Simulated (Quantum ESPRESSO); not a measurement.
# Pb (Im-3m) in Quantum ESPRESSO: equation of state, part 2 of 2

Quantum ESPRESSO 7.5. Earlier steps stand in the parts before.

## 6. Single point, PBE, 31.65 Å³/atom

The input, pw.in:

```
&CONTROL
  calculation = 'scf'
  prefix = 'pwscf'
  outdir = './tmp'
  pseudo_dir = './pseudo'
  tprnfor = .true.
  tstress = .true.
  disk_io = 'nowf'
/
&SYSTEM
  ibrav = 0
  nat = 1
  ntyp = 1
  ecutwfc = 55
  ecutrho = 440
  nbnd = 13
  occupations = 'smearing'
  smearing = 'fd'
  degauss = 0.00367493
/
&ELECTRONS
  conv_thr = 2d-10
  electron_maxstep = 120
  mixing_beta = 0.5
/
ATOMIC_SPECIES
Pb   207.2000 Pb.pbe-dn-kjpaw_psl.0.2.2.UPF
CELL_PARAMETERS angstrom
  -1.9927702770    1.9927702770    1.9927702770
   1.9927702770   -1.9927702770    1.9927702770
   1.9927702770    1.9927702770   -1.9927702770
ATOMIC_POSITIONS crystal
Pb     0.0000000000    0.0000000000    0.0000000000
K_POINTS automatic
9 9 9 0 0 0
```

Potentials or basis: SSSP 1.3 efficiency PBE.

On the command line:

```sh
OMP_NUM_THREADS=1 pw.x -in pw.in > pw.out
```

pw.out:

```text
This program is part of the open-source Quantum ESPRESSO suite
     for quantum simulation of materials; please cite
         "P. Giannozzi et al., J. Phys.:Condens. Matter 21 395502 (2009);
         "P. Giannozzi et al., J. Phys.:Condens. Matter 29 465901 (2017);
         "P. Giannozzi et al., J. Chem. Phys. 152 154105 (2020);
     in publications or presentations arising from this work. More details at

     file Pb.pbe-dn-kjpaw_psl.0.2.2.UPF: wavefunction(s)  6S renormalized
     Message from routine setup:
     using ibrav=0 with symmetry is DISCOURAGED, use correct ibrav instead

     G-vector sticks info
     --------------------
     sticks:   dense  smooth     PW     G-vecs:    dense   smooth      PW
     Sum        1403     709    217                33405    11849    1985

     Using Slab Decomposition

     bravais-lattice index     =            0
     lattice parameter (alat)  =       6.5225  a.u.
     unit-cell volume          =     213.6133 (a.u.)^3
     number of atoms/cell      =            1
     number of atomic types    =            1
     number of electrons       =        14.00
     number of Kohn-Sham states=           13
     kinetic-energy cutoff     =      55.0000  Ry
     charge density cutoff     =     440.0000  Ry
     scf convergence threshold =      2.0E-10
     mixing beta               =       0.5000
     number of iterations used =            8  plain     mixing
     Exchange-correlation= SLA  PW   PBX  PBC
                           (   1   4   3   4   0   0   0)

     celldm(1)=   6.522540  celldm(2)=   0.000000  celldm(3)=   0.000000
     celldm(4)=   0.000000  celldm(5)=   0.000000  celldm(6)=   0.000000

     crystal axes: (cart. coord. in units of alat)
               a(1) = (  -0.577350   0.577350   0.577350 )
               a(2) = (   0.577350  -0.577350   0.577350 )
               a(3) = (   0.577350   0.577350  -0.577350 )

     reciprocal axes: (cart. coord. in units 2 pi/alat)
               b(1) = ( -0.000000  0.866025  0.866025 )
               b(2) = (  0.866025 -0.000000  0.866025 )
               b(3) = (  0.866025  0.866025  0.000000 )

     PseudoPot. # 1 for Pb read from file:
     Pb.pbe-dn-kjpaw_psl.0.2.2.UPF
     Pseudo is Projector augmented-wave + core cor, Zval = 14.0
     Generated using "atomic" code by A. Dal Corso  v.5.0.99 svn rev. 10869
     Shape of augmentation charge: PSQ
     Using radial grid of 1281 points,  6 beta functions with:
                l(1) =   0
                l(2) =   0
                l(3) =   1
                l(4) =   1
                l(5) =   2
                l(6) =   2
     Q(r) pseudized with 0 coefficients

     atomic species   valence    mass     pseudopotential
     Pb               14.00   207.20000     Pb( 1.00)

     48 Sym. Ops., with inversion, found

   Cartesian axes

     site n.     atom                  positions (alat units)
         1        Pb     tau(   1) = (   0.0000000   0.0000000   0.0000000  )

     number of k points=    35  Fermi-Dirac smearing, width (Ry)=  0.0037
                       cart. coord. in units 2pi/alat
        k(    1) = (   0.0000000   0.0000000   0.0000000), wk =   0.0027435
        k(    2) = (   0.0962250   0.0962250   0.0000000), wk =   0.0329218
        k(    3) = (   0.1924501   0.1924501   0.0000000), wk =   0.0329218
        k(    4) = (   0.2886751   0.2886751   0.0000000), wk =   0.0329218
        k(    5) = (   0.3849002   0.3849002   0.0000000), wk =   0.0329218
        k(    6) = (   0.1924501   0.0962250   0.0962250), wk =   0.0658436
[... 27 lines left out ...]
        k(   34) = (  -0.7698004  -0.0962250  -0.0962250), wk =   0.0219479
        k(   35) = (   0.0000000   0.0000000   0.7698004), wk =   0.0164609

     Dense  grid:    33405 G-vectors     FFT dimensions: (  45,  45,  45)

     Smooth grid:    11849 G-vectors     FFT dimensions: (  32,  32,  32)

     Initial potential from superposition of free atoms

     starting charge      13.9976, renormalised to      14.0000
     Starting wfcs are    9 randomized atomic wfcs +    4 random wfcs

     Self-consistent Calculation

     iteration #  1     ecut=    55.00 Ry     beta= 0.50
     Davidson diagonalization with overlap
     ethr =  1.00E-02,  avg # of iterations =  5.7

     Threshold (ethr) on eigenvalues was too large:
     Diagonalizing with lowered threshold

     Davidson diagonalization with overlap
     c_bands:  1 eigenvalues not converged
     ethr =  2.23E-05,  avg # of iterations = 11.1

     total energy              =    -870.55067308 Ry
     estimated scf accuracy    <       0.00443140 Ry

     iteration #  2     ecut=    55.00 Ry     beta= 0.50
     Davidson diagonalization with overlap
     ethr =  3.17E-05,  avg # of iterations =  2.0
[... 74 lines left out ...]
     total energy              =    -870.55186078 Ry
     estimated scf accuracy    <          1.3E-09 Ry

     iteration # 13     ecut=    55.00 Ry     beta= 0.50
     Davidson diagonalization with overlap
     ethr =  9.09E-12,  avg # of iterations =  3.5

     End of self-consistent calculation

          k = 0.0000 0.0000 0.0000 (  1481 PWs)   bands (ev):

    -6.4890  -6.4890  -6.4890  -6.2772  -6.2772  -0.8558  17.8763  17.8763
    17.8763  21.8243  22.0260  22.0260  22.0260

          k = 0.0962 0.0962 0.0000 (  1471 PWs)   bands (ev):

    -6.4976  -6.4783  -6.4505  -6.2866  -6.2781  -0.6161  15.7319  17.1414
    17.5845  20.5383  21.2659  21.7883  23.1253
[... 158 lines left out ...]
    -6.4987  -6.4987  -6.2607  -6.1886  -6.1886   4.6184   9.7382   9.7382
    11.8293  16.3469  16.3469  25.3796  28.2082

          k = 0.0000 0.0000 0.7698 (  1465 PWs)   bands (ev):

    -6.5250  -6.5170  -6.1924  -6.1924  -6.1887   4.9790  10.1654  10.4556
    10.4556  15.2483  15.9127  27.5115  29.0598

     the Fermi energy is    10.6638 ev

!    total energy              =    -870.55186078 Ry
     total all-electron energy =    -41764.080326 Ry
     estimated scf accuracy    <          9.1E-11 Ry
     smearing contrib. (-TS)   =      -0.00048751 Ry
     internal energy E=F+TS    =    -870.55137327 Ry

     The total energy is F=E-TS. E is the sum of the following terms:
     one-electron contribution =     -30.16167289 Ry
     hartree contribution      =      27.08891966 Ry
     xc contribution           =     -44.33476302 Ry
     ewald contribution        =     -94.70652188 Ry
     one-center paw contrib.   =    -728.43733515 Ry

     convergence has been achieved in  13 iterations

     Forces acting on atoms (cartesian axes, Ry/au):

     atom    1 type  1   force =     0.00000000    0.00000000    0.00000000

     Total force =     0.000000     Total SCF correction =     0.000000

     Computing stress (Cartesian axis) and pressure

          total   stress  (Ry/bohr**3)                   (kbar)     P=       -1.24
  -0.00000844  -0.00000000  -0.00000000           -1.24       -0.00       -0.00
  -0.00000000  -0.00000844  -0.00000000           -0.00       -1.24       -0.00
  -0.00000000  -0.00000000  -0.00000844           -0.00       -0.00       -1.24

=------------------------------------------------------------------------------=
   JOB DONE.
=------------------------------------------------------------------------------=
```

It took 21 s on 1 thread of Arm Neoverse V1, shared host; peak memory 0.15 GiB.

Results:

```
Free energy            : -11844.4615 eV
Pressure               : -0.1 GPa
Band gap on the k mesh : none (metal or under the smearing width)
```

## 7. Single point, PBE, 32.27 Å³/atom

Changes to pw.in since step 6:

```diff
@@ -28,5 +28,5 @@
 CELL_PARAMETERS angstrom
-  -1.9927702770    1.9927702770    1.9927702770
-   1.9927702770   -1.9927702770    1.9927702770
-   1.9927702770    1.9927702770   -1.9927702770
+  -2.0057107064    2.0057107064    2.0057107064
+   2.0057107064   -2.0057107064    2.0057107064
+   2.0057107064    2.0057107064   -2.0057107064
 ATOMIC_POSITIONS crystal
```

On the command line:

```sh
OMP_NUM_THREADS=1 pw.x -in pw.in > pw.out
```

It took 21 s on 1 thread of Arm Neoverse V1, shared host; peak memory 0.15 GiB.

The run converged. Its results:

```yaml
Free_energy: -11844.4602 eV
Pressure: -0.8 GPa
Band_gap_on_the_k_mesh: none (metal or under the smearing width)
```

## 8. Single point, PBE, 32.90 Å³/atom

Changes to pw.in since step 7:

```diff
@@ -28,5 +28,5 @@
 CELL_PARAMETERS angstrom
-  -2.0057107064    2.0057107064    2.0057107064
-   2.0057107064   -2.0057107064    2.0057107064
-   2.0057107064    2.0057107064   -2.0057107064
+  -2.0184862782    2.0184862782    2.0184862782
+   2.0184862782   -2.0184862782    2.0184862782
+   2.0184862782    2.0184862782   -2.0184862782
 ATOMIC_POSITIONS crystal
```

On the command line:

```sh
OMP_NUM_THREADS=1 pw.x -in pw.in > pw.out
```

Wall time 25 s (1 thread of Arm Neoverse V1, shared host); peak memory 0.16 GiB.

Results (log left out):

```yaml
Free_energy: -11844.4564 eV
Pressure: -1.4 GPa
Band_gap_on_the_k_mesh: none (metal or under the smearing width)
```

## 9. Equation of state, PBE

Potentials or basis: SSSP 1.3 efficiency PBE.

No new run: the results of the series are fitted here.

What came out:

```
Equilibrium volume                      : 31.67 Å³/atom
Bulk modulus                            : 38 GPa
Pressure derivative of the bulk modulus : 6.1
```

Energy against volume, from the lowest point:
| volume (Å³/atom) | energy (meV/atom) |
| --- | --- |
| 29.172 | 28.29 |
| 29.792 | 15.23 |
| 30.413 | 6.49 |
| 31.034 | 1.58 |
| 31.654 | 0.00 |
| 32.275 | 1.28 |
| 32.896 | 5.09 |
